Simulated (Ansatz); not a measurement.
`CCCCCCCC` + H₂O → `CCCCO` + `CCCC`  (formal hydrolysis of a C–C bond)

Program: Ansatz. Geometries: PBE0-D4/def2-TZVP. ΔE: electronic, gas phase. CCSD(T)/CBS is the MP2 limit (def2-TZVPP, def2-QZVPP) plus CCSD(T) − MP2 in def2-TZVPP, frozen cores. This one scheme is used for every species. Functionals use def2-TZVPP. Each species was taken in one conformer, which may not be the lowest.

```csv
level,ΔE (eV)
r2SCAN,0.34
MP2/def2-QZVPP,0.55
```

(1) What does CCSD(T)/CBS give? (An estimate is asked.)

Largest T1 diagnostic among the species: 0.009.

## Answers

(1) Ansatz gave: +0.49 eV. The listed levels differ from it by -0.15, 0.06 eV.

At CCSD(T), def2-SVP lies −0.15 eV from the extrapolated value and def2-TZVPP −0.04 eV. Leaving LDA and LC-ωPBE aside and taking each functional with its dispersion term where it has one, the values, not all of them listed here, spread over 0.10 eV, from B2PLYP to PBE-QIDH. LDA lies +0.12 eV from PBE without D4.

CCSD(T)/CBS has its own doubt, a few kJ/mol and more with outer-core shells, so smaller differences from it don't rank the levels.
